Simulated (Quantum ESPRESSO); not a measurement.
# PtS2 (P-3m1) in Quantum ESPRESSO: dielectric tensor with PBE

Aim: the dielectric tensor of PtS2 with PBE.

All numbers are computed with Quantum ESPRESSO 7.5; they aren't measurements. Logs are shortened: lines on timing, memory, paths and dates and some standing lists are left out, and cuts for length are marked.

## Step 1: The crystal as given

The structure is trigonal, space group P-3m1 (No. 164). The conventional cell has a = 3.543 Å, b = 3.543 Å, c = 5.039 Å, α = 90.00°, β = 90.00°, γ = 120.00°. Pt (site symmetry -3m) has 6 S at 2.34 Å as nearest neighbours. Around S (site symmetry 3m) lie 3 Pt at 2.34 Å.

## Step 2: Dielectric tensor, PBE

The input, pw.in:

```
&CONTROL
  calculation = 'scf'
  prefix = 'pwscf'
  outdir = './tmp'
  pseudo_dir = './pseudo'
  tprnfor = .true.
  tstress = .true.
  disk_io = 'low'
/
&SYSTEM
  ibrav = 0
  nat = 3
  ntyp = 2
  ecutwfc = 84
  nbnd = 22
  occupations = 'smearing'
  smearing = 'fd'
  degauss = 0.00367493
/
&ELECTRONS
  conv_thr = 6d-10
  electron_maxstep = 120
  mixing_beta = 0.5
/
ATOMIC_SPECIES
Pt   195.0840 Pt.upf
S     32.0600 S.upf
CELL_PARAMETERS angstrom
   3.5432000000    0.0000000000    0.0000000000
  -1.7716000000    3.0685012107    0.0000000000
   0.0000000000    0.0000000000    5.0388000000
ATOMIC_POSITIONS crystal
Pt     0.0000000000    0.0000000000    0.0000000000
S      0.6666666667    0.3333333333    0.7730000000
S      0.3333333333    0.6666666667    0.2270000000
K_POINTS automatic
8 8 4 0 0 1
```

The input, scf2.in:

```
&CONTROL
  calculation = 'scf'
  prefix = 'pwscf'
  outdir = './tmp'
  pseudo_dir = './pseudo'
  tprnfor = .true.
  tstress = .true.
  disk_io = 'low'
/
&SYSTEM
  ibrav = 0
  nat = 3
  ntyp = 2
  ecutwfc = 84
  nbnd = 22
  occupations = 'fixed'
/
&ELECTRONS
  conv_thr = 1d-13
  electron_maxstep = 120
  mixing_beta = 0.5
  startingpot = 'file'
  startingwfc = 'file'
/
ATOMIC_SPECIES
Pt   195.0840 Pt.upf
S     32.0600 S.upf
CELL_PARAMETERS angstrom
   3.5432000000    0.0000000000    0.0000000000
  -1.7716000000    3.0685012107    0.0000000000
   0.0000000000    0.0000000000    5.0388000000
ATOMIC_POSITIONS crystal
Pt     0.0000000000    0.0000000000    0.0000000000
S      0.6666666667    0.3333333333    0.7730000000
S      0.3333333333    0.6666666667    0.2270000000
K_POINTS automatic
8 8 4 0 0 1
```

The input, ph.in:

```
dielectric of PtS2
&INPUTPH
  prefix = 'pwscf'
  outdir = './tmp'
  tr2_ph = 1d-16
  fildyn = 'dyn'
  niter_ph = 60
  alpha_mix(1) = 0.7
  epsil = .true.
  trans = .false.
  zeu = .true.
/
0.0000000000 0.0000000000 0.0000000000
```

Potentials or basis: PseudoDojo 0.4.1 SR PBE standard.

On the command line:

```console
> OMP_NUM_THREADS=1 pw.x -in pw.in > pw.out
> OMP_NUM_THREADS=1 pw.x -in scf2.in > scf2.out
> OMP_NUM_THREADS=1 ph.x -in ph.in > ph.out
```

pw.out:

```text
This program is part of the open-source Quantum ESPRESSO suite
     for quantum simulation of materials; please cite
[... 9 lines left out ...]
     --------------------
     sticks:   dense  smooth     PW     G-vecs:    dense   smooth      PW
     Sum        1039    1039    301                38389    38389    5921

     Using Slab Decomposition

     bravais-lattice index     =            0
     lattice parameter (alat)  =       6.6957  a.u.
     unit-cell volume          =     369.6968 (a.u.)^3
     number of atoms/cell      =            3
     number of atomic types    =            2
     number of electrons       =        30.00
     number of Kohn-Sham states=           22
     kinetic-energy cutoff     =      84.0000  Ry
     charge density cutoff     =     336.0000  Ry
     scf convergence threshold =      6.0E-10
     mixing beta               =       0.5000
     number of iterations used =            8  plain     mixing
     Exchange-correlation= PBE
                           (   1   4   3   4   0   0   0)

     celldm(1)=   6.695678  celldm(2)=   0.000000  celldm(3)=   0.000000
     celldm(4)=   0.000000  celldm(5)=   0.000000  celldm(6)=   0.000000

     crystal axes: (cart. coord. in units of alat)
               a(1) = (   1.000000   0.000000   0.000000 )
               a(2) = (  -0.500000   0.866025   0.000000 )
               a(3) = (   0.000000   0.000000   1.422104 )

     reciprocal axes: (cart. coord. in units 2 pi/alat)
               b(1) = (  1.000000  0.577350 -0.000000 )
               b(2) = (  0.000000  1.154701  0.000000 )
               b(3) = (  0.000000 -0.000000  0.703183 )

     PseudoPot. # 1 for Pt read from file:
     Pt.upf
     Pseudo is Norm-conserving + core correction, Zval = 18.0
     Generated using ONCVPSP code by D. R. Hamann
     Using radial grid of 1374 points,  8 beta functions with:
                l(1) =   0
                l(2) =   0
                l(3) =   1
                l(4) =   1
                l(5) =   2
                l(6) =   2
                l(7) =   3
                l(8) =   3

     PseudoPot. # 2 for S  read from file:
     S.upf
     Pseudo is Norm-conserving + core correction, Zval =  6.0
     Generated using ONCVPSP code by D. R. Hamann
     Using radial grid of 1146 points,  6 beta functions with:
                l(1) =   0
                l(2) =   0
                l(3) =   1
                l(4) =   1
                l(5) =   2
                l(6) =   2

     atomic species   valence    mass     pseudopotential
     Pt               18.00   195.08400     Pt( 1.00)
     S                 6.00    32.06000     S ( 1.00)

     12 Sym. Ops., with inversion, found

   Cartesian axes

     site n.     atom                  positions (alat units)
         1        Pt     tau(   1) = (   0.0000000   0.0000000   0.0000000  )
         2        S      tau(   2) = (   0.5000000   0.2886751   1.0992866  )
         3        S      tau(   3) = (  -0.0000000   0.5773503   0.3228177  )

     number of k points=    30  Fermi-Dirac smearing, width (Ry)=  0.0037
                       cart. coord. in units 2pi/alat
        k(    1) = (   0.0000000   0.0000000   0.0878979), wk =   0.0156250
        k(    2) = (   0.0000000   0.0000000   0.2636937), wk =   0.0156250
        k(    3) = (   0.0000000   0.1443376   0.0878979), wk =   0.0468750
        k(    4) = (   0.0000000   0.1443376   0.2636937), wk =   0.0468750
        k(    5) = (   0.0000000   0.2886751   0.0878979), wk =   0.0468750
        k(    6) = (   0.0000000   0.2886751   0.2636937), wk =   0.0468750
[... 22 lines left out ...]
        k(   29) = (  -0.1250000   0.5051815  -0.0878979), wk =   0.0937500
        k(   30) = (  -0.1250000   0.5051815  -0.2636937), wk =   0.0937500

     Dense  grid:    38389 G-vectors     FFT dimensions: (  40,  40,  60)

     Initial potential from superposition of free atoms

     starting charge      29.9998, renormalised to      30.0000
     Starting wfcs are   18 randomized atomic wfcs +    4 random wfcs

     Self-consistent Calculation

     iteration #  1     ecut=    84.00 Ry     beta= 0.50
     Davidson diagonalization with overlap
     ethr =  1.00E-02,  avg # of iterations =  6.2

     total energy              =    -305.17675636 Ry
     estimated scf accuracy    <       0.48933498 Ry

     iteration #  2     ecut=    84.00 Ry     beta= 0.50
     Davidson diagonalization with overlap
     ethr =  1.63E-03,  avg # of iterations =  2.1

     total energy              =    -305.29593160 Ry
     estimated scf accuracy    <       0.64070325 Ry

     iteration #  3     ecut=    84.00 Ry     beta= 0.50
     Davidson diagonalization with overlap
     ethr =  1.63E-03,  avg # of iterations =  1.6

     total energy              =    -305.39789569 Ry
     estimated scf accuracy    <       0.00518580 Ry

     iteration #  4     ecut=    84.00 Ry     beta= 0.50
     Davidson diagonalization with overlap
     ethr =  1.73E-05,  avg # of iterations =  7.4

     total energy              =    -305.39880427 Ry
     estimated scf accuracy    <       0.00106027 Ry

     iteration #  5     ecut=    84.00 Ry     beta= 0.50
     Davidson diagonalization with overlap
     ethr =  3.53E-06,  avg # of iterations =  2.5
[... 8 lines left out ...]
     total energy              =    -305.39893824 Ry
     estimated scf accuracy    <       0.00000099 Ry

     iteration #  7     ecut=    84.00 Ry     beta= 0.50
     Davidson diagonalization with overlap
     ethr =  3.29E-09,  avg # of iterations =  2.0

     total energy              =    -305.39893847 Ry
     estimated scf accuracy    <       0.00000005 Ry

     iteration #  8     ecut=    84.00 Ry     beta= 0.50
     Davidson diagonalization with overlap
     ethr =  1.74E-10,  avg # of iterations =  2.4

     total energy              =    -305.39893848 Ry
     estimated scf accuracy    <       0.00000002 Ry

     iteration #  9     ecut=    84.00 Ry     beta= 0.50
     Davidson diagonalization with overlap
     ethr =  5.10E-11,  avg # of iterations =  2.0

     End of self-consistent calculation

          k = 0.0000 0.0000 0.0879 (  4786 PWs)   bands (ev):

   -88.6129 -42.8083 -42.8083 -42.6328  -4.5056  -1.3903   3.9917   3.9917
     4.2910   7.0559   7.0559   9.1997   9.8558   9.8558  10.7592  13.5573
    13.5573  15.8428  17.0634  18.8460  18.8460  22.5974

          k = 0.0000 0.0000 0.2637 (  4810 PWs)   bands (ev):

   -88.6129 -42.8083 -42.8083 -42.6328  -4.3100  -1.8757   4.0059   4.0059
     5.1751   7.0399   7.0399   8.7175   9.7244   9.7244  10.2073  13.8911
    13.8911  16.3203  18.1649  18.6240  18.6240  20.9264

          k = 0.0000 0.1443 0.0879 (  4794 PWs)   bands (ev):

   -88.6128 -42.8117 -42.8091 -42.6324  -4.2970  -1.5040   4.0451   4.1236
     4.5876   6.7206   6.9128   8.6410   9.7476   9.9462  11.0362  12.8855
    13.1948  16.6006  17.4835  18.7925  19.7149  21.3368

          k = 0.0000 0.1443 0.2637 (  4814 PWs)   bands (ev):

   -88.6128 -42.8117 -42.8091 -42.6324  -4.1028  -1.9263   3.9828   4.1343
     5.3498   6.6902   6.8872   8.6523   9.2061   9.8937  10.8257  13.0744
    13.3353  16.8690  17.6706  19.3679  19.5961  20.1352

          k = 0.0000 0.2887 0.0879 (  4797 PWs)   bands (ev):

   -88.6126 -42.8201 -42.8112 -42.6313  -3.7315  -1.7545   4.2173   4.4537
     5.2720   5.7319   6.7356   7.9928   9.6125   9.6153  10.8044  12.1619
    13.1370  16.3472  18.3800  19.7544  20.4766  20.6231

          k = 0.0000 0.2887 0.2637 (  4813 PWs)   bands (ev):

   -88.6126 -42.8201 -42.8112 -42.6314  -3.5512  -2.0330   4.0064   4.4464
     5.3589   6.1057   6.7174   8.0637   9.7364   9.8223  10.6072  11.9729
    12.9155  16.3193  18.1198  19.3061  21.1298  21.2901

          k = 0.0000 0.4330 0.0879 (  4821 PWs)   bands (ev):

   -88.6125 -42.8284 -42.8134 -42.6303  -3.0214  -1.9971   3.8549   4.7391
     5.2878   6.2105   6.9634   7.7889   8.7068   8.7360   9.7814  12.3974
    13.4976  16.3076  17.6427  19.7951  20.4076  21.0592

          k = 0.0000 0.4330 0.2637 (  4819 PWs)   bands (ev):

   -88.6125 -42.8284 -42.8134 -42.6303  -2.9178  -2.0842   3.6611   4.6924
     5.0238   6.5167   6.9978   7.9353   8.6224   8.8692  10.2784  12.4141
    13.0495  16.1815  17.0908  19.7923  20.9528  21.6539

          k = 0.0000-0.5774 0.0879 (  4822 PWs)   bands (ev):

   -88.6124 -42.8318 -42.8142 -42.6298  -2.5506  -2.2266   3.4323   4.8330
     5.7645   6.5751   7.6509   7.7337   7.7966   8.1109   8.8251  12.9389
    13.7500  16.3484  17.3845  19.4491  19.8491  21.6087

          k = 0.0000-0.5774 0.2637 (  4814 PWs)   bands (ev):

   -88.6124 -42.8318 -42.8142 -42.6299  -2.6107  -2.1032   3.2603   4.7644
     5.6833   6.2086   7.7146   7.7797   7.8834   8.2955   9.5109  13.2243
    13.3721  16.0723  16.8941  19.2189  20.8521  21.2762

          k = 0.1250 0.2165 0.0879 (  4787 PWs)   bands (ev):

   -88.6127 -42.8172 -42.8110 -42.6316  -3.9029  -1.7002   4.2771   4.3672
     4.9627   6.3182   6.4860   8.1317   9.6018   9.6942  10.8185  12.6817
    12.8815  17.4098  17.8559  19.0229  20.2449  20.7080

          k = 0.1250 0.2165 0.2637 (  4828 PWs)   bands (ev):

   -88.6127 -42.8172 -42.8110 -42.6317  -3.7133  -2.0239   4.0427   4.3602
     5.5241   6.3549   6.4655   8.1823   9.6138   9.8432  10.5946  12.2188
    13.0441  17.4282  18.0299  19.0204  20.1736  20.4189

          k = 0.1250 0.3608 0.0879 (  4811 PWs)   bands (ev):

   -88.6125 -42.8247 -42.8140 -42.6306  -3.2489  -1.9355   4.3562   4.5730
     5.3384   5.7561   6.5183   7.8390   8.8800   9.1627  10.6279  12.1153
    13.0977  16.7564  18.7150  19.1530  19.8063  21.0373

          k = 0.1250 0.3608 0.2637 (  4800 PWs)   bands (ev):

   -88.6125 -42.8247 -42.8140 -42.6306  -3.0916  -2.1174   4.0913   4.4874
     5.2059   6.2009   6.5760   7.9205   9.2025   9.2908  10.2591  12.1934
    12.8900  16.8338  18.0992  19.5175  20.1485  21.3363

          k = 0.1250 0.5052 0.0879 (  4805 PWs)   bands (ev):
[... 49 lines left out ...]
   -88.6126 -42.8201 -42.8112 -42.6313  -3.7132  -1.8037   4.4731   4.4900
     4.9939   5.9515   6.6749   8.0595   9.4955   9.5322   9.9396  12.8126
    13.5141  16.7823  18.6952  19.2072  20.0693  20.5136

          k = 0.0000 0.2887-0.2637 (  4813 PWs)   bands (ev):

   -88.6126 -42.8201 -42.8112 -42.6313  -3.5254  -2.0877   4.1217   4.4825
     5.3429   6.2048   6.6578   8.1647   9.5744   9.6045   9.9175  12.5121
    13.2891  16.8350  18.3676  19.1502  20.4716  20.7708

          k = 0.0000 0.4330-0.0879 (  4821 PWs)   bands (ev):

   -88.6125 -42.8284 -42.8134 -42.6303  -2.9502  -2.1133   4.0155   4.7746
     5.6580   5.8871   6.8863   7.8233   8.6903   8.7116   9.0229  13.1746
    13.6903  16.2360  18.1591  19.6218  19.6996  20.8267

          k = 0.0000 0.4330-0.2637 (  4819 PWs)   bands (ev):

   -88.6125 -42.8284 -42.8134 -42.6303  -2.8177  -2.2300   3.8103   4.7255
     5.1987   6.3651   6.9263   8.0199   8.4879   8.8419   9.5438  13.2278
    13.2425  16.1151  17.6225  19.3607  20.8973  21.0266

          k =-0.1250 0.3608-0.0879 (  4811 PWs)   bands (ev):

   -88.6125 -42.8247 -42.8140 -42.6306  -3.2228  -1.9862   4.4792   4.6921
     5.1920   5.9002   6.3800   7.8603   8.7580   9.1372  10.1006  12.8354
    13.0962  16.9276  18.8294  18.9903  20.0343  20.6641

          k =-0.1250 0.3608-0.2637 (  4800 PWs)   bands (ev):

   -88.6125 -42.8247 -42.8140 -42.6306  -3.0524  -2.1807   4.1998   4.5237
     5.2281   6.3087   6.3966   7.9549   8.9582   9.5363   9.6772  12.5545
    13.1100  17.1275  18.0812  19.8376  19.9912  20.9037

          k =-0.1250 0.5052-0.0879 (  4805 PWs)   bands (ev):

   -88.6124 -42.8300 -42.8161 -42.6298  -2.5534  -2.2352   3.7535   4.7676
     5.7990   6.1304   6.7666   7.7619   7.9433   8.6380   9.4408  12.9347
    13.0881  16.6100  18.3655  19.0484  20.3050  21.0862

          k =-0.1250 0.5052-0.2637 (  4806 PWs)   bands (ev):

   -88.6124 -42.8300 -42.8161 -42.6298  -2.5235  -2.2234   3.6018   4.6735
     5.6633   6.1718   6.8261   7.7605   7.9413   9.0948   9.3256  12.8568
    13.5273  16.5804  17.6942  19.4882  20.3856  21.0739

     the Fermi energy is    11.5015 ev

!    total energy              =    -305.39893848 Ry
     estimated scf accuracy    <          2.9E-10 Ry
     smearing contrib. (-TS)   =      -0.00000037 Ry
     internal energy E=F+TS    =    -305.39893810 Ry

     The total energy is F=E-TS. E is the sum of the following terms:
     one-electron contribution =    -155.83317897 Ry
     hartree contribution      =      89.38350144 Ry
     xc contribution           =     -60.33253352 Ry
     ewald contribution        =    -178.61672705 Ry

     convergence has been achieved in   9 iterations

     Forces acting on atoms (cartesian axes, Ry/au):

     atom    1 type  1   force =     0.00000000    0.00000000    0.00000000
     atom    2 type  2   force =     0.00000000    0.00000000   -0.04841889
     atom    3 type  2   force =     0.00000000    0.00000000    0.04841889

     Total force =     0.068475     Total SCF correction =     0.000040

     Computing stress (Cartesian axis) and pressure

          total   stress  (Ry/bohr**3)                   (kbar)     P=      113.92
   0.00081220   0.00000000   0.00000000          119.48        0.00        0.00
   0.00000000   0.00081220   0.00000000            0.00      119.48        0.00
   0.00000000   0.00000000   0.00069891            0.00        0.00      102.81

=------------------------------------------------------------------------------=
   JOB DONE.
=------------------------------------------------------------------------------=
```

Run time: 12 min. Hardware: 1 thread of Arm Neoverse V1, shared host; peak memory 0.14 GiB.

What came out:

| Item | Value |
| --- | --- |
| Free energy | -4155.1642 eV |
| Pressure | 11.4 GPa |
| Largest force | 1.245 eV/Å |
| Electronic dielectric tensor (diagonal) | 18.13, 18.13, 8.95 |
| Born charges (mean of the diagonal) | Pt +1.70; S -0.84 e |

Forces in eV/Å, atoms in the order of the input:
```
Pt   0.000  0.000  0.000
S    0.000  0.000 -1.245
S    0.000  0.000  1.245
```

Stress tensor (GPa, compression positive):
```
11.95  0.00  0.00
 0.00 11.95  0.00
 0.00  0.00 10.28
```

Electronic dielectric tensor:
```
18.13  0.00  0.00
 0.00 18.13  0.00
 0.00  0.00  8.95
```

Born effective charge tensors (e):
atom 1, Pt
```
 2.87  0.00  0.00
 0.00  2.87  0.00
 0.00  0.00 -0.64
```
atom 2, S
```
-1.42  0.00  0.00
 0.00 -1.42  0.00
 0.00  0.00  0.33
```
atom 3, S
```
-1.42  0.00  0.00
 0.00 -1.42  0.00
 0.00  0.00  0.33
```

Caveat: the mesh is thin for the dielectric tensor, Born charges and intensities, which usually come out too large; the cell is more than 3 GPa from zero pressure, which shifts response properties; forces of over 1 eV/Å show positions far from the minimum, so gaps and moduli don't describe the material at rest.
